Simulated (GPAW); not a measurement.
# InP (F-43m) in GPAW: a series of runs

Aim: see how the results for InP move with the level of theory and the settings. Levels: BLYP, LDA, PBEint, BP86+D4. Tasks: band structure, equation of state.

All numbers are computed with GPAW 26.7.0; they aren't measurements. Logs are shortened: lines on timing, memory, paths and dates and some standing lists are left out, and cuts for length are marked. The log counts tension as positive stress, the text compression.

**Experimental background.**

From a printed reference work, data compilation, for a bulk crystal of InP: band gap 1.4236 eV (direct) at 1.6 K; bulk modulus 71 GPa.

The results are compared with them further down.

**1. The crystal as given**

It takes space group F-43m (No. 216, cubic). The conventional cell has a = 5.861 Å, b = 5.861 Å, c = 5.861 Å, α = 90.00°, β = 90.00°, γ = 90.00°. In (site symmetry -43m) is surrounded by 4 P at 2.54 Å. P (site symmetry -43m) has 4 In at 2.54 Å as nearest neighbours.

**2. Band structure, BLYP, spin-orbit coupling, no magnetisation**

run.py

```python
import numpy as np
import spglib
from ase import Atoms
from ase.dft.bandgap import bandgap
from ase.io import read, write
from ase.units import GPa
from gpaw import GPAW, PW, setup_paths
from gpaw.spinorbit import soc_eigenstates

setup_paths.insert(0, '.')

atoms = read('InP.cif')
cell, positions, numbers = spglib.find_primitive(
    (atoms.cell[:], atoms.get_scaled_positions(), atoms.numbers), symprec=1e-4)
atoms = Atoms(numbers, cell=cell, scaled_positions=positions, pbc=True)

calc = GPAW(mode=PW(600),
            xc='BLYP',
            kpts={'size': (6, 6, 6), 'gamma': True},
            occupations={'name': 'fermi-dirac', 'width': 0.05},
            nbands=18,
            convergence={'density': 1e-05, 'energy': 1e-05},
            eigensolver='davidson',
            maxiter=150,
            txt='gpaw.txt')
atoms.calc = calc
energy = atoms.get_potential_energy()
forces = atoms.get_forces()
stress = atoms.get_stress()
calc.write('gs.gpw')
write('result.traj', atoms)
print(f'Energy: {energy:.6f} eV')
print('Forces (eV/A):')
print(forces.round(4))
print('Stress (GPa):', (stress / GPa).round(3))
print('Fermi level:', round(calc.get_fermi_level(), 4), 'eV')
print(f'Gap: {bandgap(calc)[0]:.4f} eV, direct: {bandgap(calc, direct=True)[0]:.4f} eV')

path = atoms.cell.bandpath('GXWKGLUWLK,UX', npoints=80, eps=1e-4)
bs_calc = calc.fixed_density(kpts=path, symmetry='off', nbands=30,
                             convergence={'bands': 'CBM+6.0', 'eigenstates': 1e-6}, txt='bands.txt')
bs = bs_calc.band_structure()
bs.write('bs.json')
print(f'Gap on the path: {bandgap(bs_calc)[0]:.4f} eV')

soc = soc_eigenstates(bs_calc, theta=0, phi=0)
np.savetxt('soc_bands.dat', soc.eigenvalues(), fmt='%.4f')
mesh = soc_eigenstates('gs.gpw', theta=0, phi=0)
np.savetxt('soc_mesh.dat', mesh.eigenvalues(), fmt='%.4f')
print('Fermi level with spin-orbit coupling:', round(mesh.fermi_level, 4), 'eV')
```

InP.cif

```cif
data_InP
_cell_length_a 5.86100000
_cell_length_b 5.86100000
_cell_length_c 5.86100000
_cell_angle_alpha 90.00000000
_cell_angle_beta 90.00000000
_cell_angle_gamma 90.00000000
_space_group_name_H-M_alt 'F-43m'
_space_group_name_Hall 'F -4 2 3'
_space_group_IT_number 216
loop_
_space_group_symop_operation_xyz
'x,y,z'
'y,-x,-z'
'-x,-y,z'
'-y,x,-z'
'x,-y,-z'
'y,x,z'
'-x,y,-z'
'-y,-x,z'
'z,x,y'
'-z,y,-x'
'z,-x,-y'
'-z,-y,x'
'-z,x,-y'
'z,y,x'
'-z,-x,y'
'z,-y,-x'
'y,z,x'
'-x,-z,y'
'-y,z,-x'
'x,-z,-y'
'-y,-z,x'
'x,z,y'
'y,-z,-x'
'-x,z,-y'
'x,y+1/2,z+1/2'
'y,-x+1/2,-z+1/2'
'-x,-y+1/2,z+1/2'
'-y,x+1/2,-z+1/2'
'x,-y+1/2,-z+1/2'
'y,x+1/2,z+1/2'
'-x,y+1/2,-z+1/2'
'-y,-x+1/2,z+1/2'
'z,x+1/2,y+1/2'
'-z,y+1/2,-x+1/2'
'z,-x+1/2,-y+1/2'
'-z,-y+1/2,x+1/2'
'-z,x+1/2,-y+1/2'
'z,y+1/2,x+1/2'
'-z,-x+1/2,y+1/2'
'z,-y+1/2,-x+1/2'
'y,z+1/2,x+1/2'
'-x,-z+1/2,y+1/2'
'-y,z+1/2,-x+1/2'
'x,-z+1/2,-y+1/2'
'-y,-z+1/2,x+1/2'
'x,z+1/2,y+1/2'
'y,-z+1/2,-x+1/2'
'-x,z+1/2,-y+1/2'
'x+1/2,y,z+1/2'
'y+1/2,-x,-z+1/2'
'-x+1/2,-y,z+1/2'
'-y+1/2,x,-z+1/2'
'x+1/2,-y,-z+1/2'
'y+1/2,x,z+1/2'
'-x+1/2,y,-z+1/2'
'-y+1/2,-x,z+1/2'
'z+1/2,x,y+1/2'
'-z+1/2,y,-x+1/2'
'z+1/2,-x,-y+1/2'
'-z+1/2,-y,x+1/2'
'-z+1/2,x,-y+1/2'
'z+1/2,y,x+1/2'
'-z+1/2,-x,y+1/2'
'z+1/2,-y,-x+1/2'
'y+1/2,z,x+1/2'
'-x+1/2,-z,y+1/2'
'-y+1/2,z,-x+1/2'
'x+1/2,-z,-y+1/2'
'-y+1/2,-z,x+1/2'
'x+1/2,z,y+1/2'
'y+1/2,-z,-x+1/2'
'-x+1/2,z,-y+1/2'
'x+1/2,y+1/2,z'
'y+1/2,-x+1/2,-z'
'-x+1/2,-y+1/2,z'
'-y+1/2,x+1/2,-z'
'x+1/2,-y+1/2,-z'
'y+1/2,x+1/2,z'
'-x+1/2,y+1/2,-z'
'-y+1/2,-x+1/2,z'
'z+1/2,x+1/2,y'
'-z+1/2,y+1/2,-x'
'z+1/2,-x+1/2,-y'
'-z+1/2,-y+1/2,x'
'-z+1/2,x+1/2,-y'
'z+1/2,y+1/2,x'
'-z+1/2,-x+1/2,y'
'z+1/2,-y+1/2,-x'
'y+1/2,z+1/2,x'
'-x+1/2,-z+1/2,y'
'-y+1/2,z+1/2,-x'
'x+1/2,-z+1/2,-y'
'-y+1/2,-z+1/2,x'
'x+1/2,z+1/2,y'
'y+1/2,-z+1/2,-x'
'-x+1/2,z+1/2,-y'
loop_
_atom_site_label
_atom_site_type_symbol
_atom_site_symmetry_multiplicity
_atom_site_Wyckoff_symbol
_atom_site_fract_x
_atom_site_fract_y
_atom_site_fract_z
_atom_site_occupancy
In1 In 4 a 0.0000000000 0.0000000000 0.0000000000 1
P1 P 4 c 0.2500000000 0.2500000000 0.2500000000 1
```

Potentials or basis: PAW data sets generated in the run's folder for this functional, pw.

On the command line:

```
> gpaw-setup -f BLYP In P
> OMP_NUM_THREADS=1 python run.py
```

gpaw.txt:

```text
__  _  _
 | _ |_)|_||  |
 |__||  | ||/\| - 26.7.0

Input parameters:
  mode=PW(ecut=600.0),
  convergence={'density': 1e-05, 'energy': 1e-05},
  eigensolver=Davidson(niter=2),
  kpts=MonkhorstPack(size=(6, 6, 6), gamma=True),
  maxiter=150,
  nbands=18,
  occupations=Occupations(name='fermi-dirac', width=0.05),
  xc=XC(name='BLYP')

Diagonalizing LCAO Hamiltonian
Converting LCAO to pw mode

           P

       In

Atoms  # Å, Bohr magnetons
|   | symbol |        x |        y |        z |    initial magnetic moments |
|---|--------|----------|----------|----------|-----------------------------|
| 0 |     In | 0.000000 | 0.000000 | 0.000000 | ( 0.0000,  0.0000,  0.0000) |
| 1 |      P | 1.465250 | 1.465250 | 1.465250 | ( 0.0000,  0.0000,  0.0000) |

Unit cell  # Å
| periodic |        x |        y |        z |  lengths |    angles |
|----------|----------|----------|----------|----------|-----------|
|      yes | 0.000000 | 2.930500 | 2.930500 | 4.144353 | 60.000000 |
|      yes | 2.930500 | 0.000000 | 2.930500 | 4.144353 | 60.000000 |
|      yes | 2.930500 | 2.930500 | 0.000000 | 4.144353 | 60.000000 |

Number of symmetries: 24
Symmetry operations  # r_c * U_cc + t_c -> r_c
|    | kind |            matrix            |
|----|------|------------------------------|
|  0 |  E   |  1, 0, 0,  0, 1, 0,  0, 0, 1 |
|  1 |  σ   |  1, 0, 0,  0, 0, 1,  0, 1, 0 |
|  2 |  σ   |  1, 0,-1,  0, 1,-1,  0, 0,-1 |
|  3 |  C3  |  1, 0,-1,  0, 0,-1,  0, 1,-1 |
|  4 |  C3  |  1,-1, 0,  0,-1, 1,  0,-1, 0 |
|  5 |  σ   |  1,-1, 0,  0,-1, 0,  0,-1, 1 |
|  6 |  σ   |  0, 1, 0,  1, 0, 0,  0, 0, 1 |
|  7 |  C3  |  0, 1, 0,  0, 0, 1,  1, 0, 0 |
|  8 |  C2  |  0, 1,-1,  1, 0,-1,  0, 0,-1 |
|  9 |  S4  |  0, 1,-1,  0, 0,-1,  1, 0,-1 |
| 10 |  C3  |  0, 0, 1,  1, 0, 0,  0, 1, 0 |
| 11 |  σ   |  0, 0, 1,  0, 1, 0,  1, 0, 0 |
| 12 |  S4  |  0, 0,-1,  1, 0,-1,  0, 1,-1 |
| 13 |  C3  |  0, 0,-1,  0, 1,-1,  1, 0,-1 |
| 14 |  S4  |  0,-1, 1,  1,-1, 0,  0,-1, 0 |
| 15 |  C2  |  0,-1, 1,  0,-1, 0,  1,-1, 0 |
| 16 |  C3  |  0,-1, 0,  1,-1, 0,  0,-1, 1 |
| 17 |  S4  |  0,-1, 0,  0,-1, 1,  1,-1, 0 |
| 18 |  S4  | -1, 1, 0, -1, 0, 1, -1, 0, 0 |
| 19 |  C3  | -1, 1, 0, -1, 0, 0, -1, 0, 1 |
| 20 |  C3  | -1, 0, 1, -1, 1, 0, -1, 0, 0 |
| 21 |  S4  | -1, 0, 1, -1, 0, 0, -1, 1, 0 |
| 22 |  σ   | -1, 0, 0, -1, 1, 0, -1, 0, 1 |
| 23 |  C2  | -1, 0, 0, -1, 0, 1, -1, 1, 0 |

BZ-sampling:
  Number of BZ points: 216
  Number of IBZ points: 16

  Monkhorst-Pack size: [6, 6, 6]
  Monkhorst-Pack shift: [0.08333333333333333, 0.08333333333333333, 0.08333333333333333]

K-points  # in reciprocal-cell coordinates
|     |                                coordinates |     weight |
|-----|--------------------------------------------|------------|
|   0 | (  0.00000000,   0.00000000,   0.00000000) | 0.00462963 |
|   1 | (  0.16666667,   0.16666667,   0.00000000) | 0.02777778 |
|   2 | (  0.16666667,   0.16666667,   0.16666667) | 0.03703704 |
|   3 | (  0.33333333,   0.16666667,   0.16666667) | 0.05555556 |
|   4 | (  0.33333333,   0.33333333,  -0.33333333) | 0.05555556 |
|   5 | (  0.33333333,   0.33333333,   0.00000000) | 0.02777778 |
|   6 | (  0.33333333,   0.33333333,   0.16666667) | 0.11111111 |
|   7 | (  0.33333333,   0.33333333,   0.33333333) | 0.03703704 |
|   8 | (  0.50000000,   0.33333333,  -0.33333333) | 0.11111111 |
|   9 | (  0.50000000,   0.33333333,  -0.16666667) | 0.05555556 |
| ... |                                            |            |
|  15 | (  0.50000000,   0.50000000,   0.50000000) | 0.01851852 |

Plane wave coefficients: 1694
Cutoff: 600.0 eV

Spin-components: 1 (collinear spins)
Bands:           18
Projectors:      11
Spin-degeneracy: 2
Datatype:        complex128

Parallelization:
  kpt:    1
  domain: 1
  band:   1

Density:
  Valence electrons: 18.0
  Components: 1
  Grid points: [24 24 24]
  Charge: 0.0  # |e|

Potential:
  Grid points: [24 24 24]

species:
  In:
    name:    Indium
    Z:       49.0
    valence: 13
    core:    36
    charge:  0.0  # [|e|]
    compensation charges:
      type: gauss
      rc: 0.36  # [Å]
      lmax: 2
    cutoffs:
      filter: 2.09  # [Å]
      core: 2.48  # [Å]
    projectors
    | kind |    occ | energy [eV] | rcut [Å] |
    |------|--------|-------------|----------|
    |   5s |  2.000 |      -8.153 |    1.185 |
    |   5p |  1.000 |      -2.464 |    1.244 |
    |   4d | 10.000 |     -18.419 |    1.148 |
    |    s |        |      19.059 |    1.185 |
    |    p |        |      24.748 |    1.244 |
    |    d |        |       8.793 |    1.148 |

    Using partial waves for In as LCAO basis

  P:
    name:    Phosphorus
    Z:       15.0
    valence: 5
    core:    10
    charge:  0.0  # [|e|]
    compensation charges:
      type: gauss
      rc: 0.30  # [Å]
      lmax: 2
    cutoffs:
      filter: 1.69  # [Å]
      core: 1.81  # [Å]
    projectors
    | kind |    occ | energy [eV] | rcut [Å] |
    |------|--------|-------------|----------|
    |   3s |  2.000 |     -13.831 |    0.953 |
    |   3p |  3.000 |      -5.357 |    0.953 |
    |    s |        |      13.380 |    0.953 |
    |    p |        |      21.855 |    0.953 |
    |    d |        |       0.000 |    0.953 |

    Using partial waves for P as LCAO basis

Reference energy: -169299.769639  # eV

eigensolver:
  Davidson
  Converge bands: occupied
  niter=2

density mixing:
  MSR1-Mixer
  Pratt-step length: 0.05
  Maximum mixing coefficient: 0.75
  Old densities: 10
  SVD Regularization: 0.005
  Good broyden scale: 1.0
  Trust region scale: 1.0
  Backstep threshold: 4.0
  History deletion threshold: 6.0
  Fourier metric: weight=20.0, sigma=0.015

occupation numbers:
  Fermi-Dirac:
    width: 0.0500  # eV

poisson solver:
  ecut: 4800.0  # eV

xc functional:
  name: BLYP with 2 nearest neighbor stencil

convergence criteria:
- Maximum integral of absolute [dens]ity change: 1e-05 electrons / valence electron
- Maximum [total energy] change in last 3 cyles: 1e-05 eV / valence electron
- Maximum integral of absolute [eigenst]ate change: 4e-08 eV^2 / valence electron
maximum number of iterations: 150

SCF iterations
|iter     | |      energy | eigst |  dens |
|---------|-|-------------|-------|-------|
|iter:   1| |   -7.633052 | -0.22 |       |
|iter:   2| |   -7.544646 | -1.93 | -1.08 |
|iter:   3| |   -7.218505 | -1.69 | -1.13 |
|iter:   4| |   -7.217146 | -3.12 | -1.75 |
|iter:   5| |   -7.217494 | -3.82 | -2.19 |
|iter:   6| |   -7.217578 | -4.52 | -2.91 |
|iter:   7| |   -7.217588c| -5.41 | -3.53 |
|iter:   8| |   -7.217589c| -6.18 | -4.36 |
|iter:   9| |   -7.217589c| -6.88 | -5.06c|
|iter:  10| |   -7.217589c| -7.73c| -5.41c|

Converged in 10 steps
Energy contributions relative to reference atoms: (reference = -169299.769639)

Energy contributions:
  Kinetic:          26.539963
  Coulomb:         -23.988280
  Zero:              0.087602
  External:          0.000000
  Xc:               -9.856858
  Entropy:          -0.000030
  Spinorbit:         0.000000
  ----------------------------
  Free energy:      -7.217604
  Extrapolated:     -7.217589

dipole moment: (-22.489029, -22.489029, -22.489029)  # |e|*Ang

Fermi level: 5.665
Eigenvalues  # (at kpt = [0.000, 0.000, 0.000])
| band index |      eig [eV] | occ [0-2] |
|------------|---------------|-----------|
|          0 |        -8.812 |     2.000 |
|          1 |        -8.812 |     2.000 |
|          2 |        -8.812 |     2.000 |
|          3 |        -8.654 |     2.000 |
|          4 |        -8.654 |     2.000 |
|          5 |        -6.192 |     2.000 |
|          6 |         5.340 |     1.997 |
|          7 |         5.340 |     1.997 |
|          8 |         5.340 |     1.997 |
|          9 |         5.934 |     0.009 |
|         10 |         9.415 |     0.000 |
|         11 |         9.415 |     0.000 |
|         12 |         9.415 |     0.000 |
|         13 |        14.106 |     0.000 |
|         14 |        14.858 |     0.000 |
|         15 |        14.858 |     0.000 |
|         16 |        16.705 |     0.000 |
|         17 |        16.706 |     0.000 |

Gap: 0.594 eV
Transition (v -> c):
  (s=0, k=0, n=8, [0.00, 0.00, 0.00]) -> (s=0, k=0, n=9, [0.00, 0.00, 0.00])
No difference between direct/indirect transitions

Forces  # eV/Ang
|        x |        y |        z |
|----------|----------|----------|
|  0.00000 | -0.00000 | -0.00000 |  # In   0
| -0.00000 |  0.00000 |  0.00000 |  # P    1

Stress tensor  # eV/Ang^3
|         x |         y |         z |
|-----------|-----------|-----------|
| -0.039954 | -0.000000 | -0.000000 |
| -0.000000 | -0.039954 |  0.000000 |
| -0.000000 |  0.000000 | -0.039954 |

# Writing to gs.gpw (mode='')
```

Wall time 52 s (1 thread of Arm Neoverse V1, shared host); peak memory 0.29 GiB.

What came out:

* Free energy: -7.2176 eV
* Pressure: 6.4 GPa
* Band gap on the k mesh: 0.56 eV, direct
* Band gap along the path: 0.56 eV, direct

Levels at the corners of the path, in eV from the valence-band top:
```
point  band 15  band 16  band 17  band 18  band 19  band 20  band 21  band 22
    Γ     0.00     0.00     0.00     0.00     0.56     0.56     3.70     3.70
    X    -2.40    -2.40    -2.29    -2.29     1.85     1.85     2.29     2.29
    W    -3.04    -2.94    -2.88    -2.84     4.26     4.29     4.37     4.38
    K    -3.34    -3.24    -1.97    -1.96     2.40     2.41     4.36     4.38
    Γ     0.00     0.00     0.00     0.00     0.56     0.56     3.70     3.70
    L    -1.08    -1.07    -0.95    -0.95     1.43     1.43     4.71     4.71
    U    -3.34    -3.24    -1.97    -1.96     2.40     2.41     4.36     4.38
    W    -3.04    -2.94    -2.88    -2.84     4.26     4.29     4.37     4.38
    L    -1.08    -1.07    -0.95    -0.95     1.43     1.43     4.71     4.71
    K    -3.34    -3.24    -1.97    -1.96     2.40     2.41     4.36     4.38
    U    -3.34    -3.24    -1.97    -1.96     2.40     2.41     4.36     4.38
    X    -2.40    -2.40    -2.29    -2.29     1.85     1.85     2.29     2.29
```

Caveat: spin-orbit coupling was added after a scalar SCF, so levels and gaps hold it while energy, forces, pressure and moments don't; this program's spin-orbit splittings come out too wide for heavy elements.

[end of part 1 of 3]
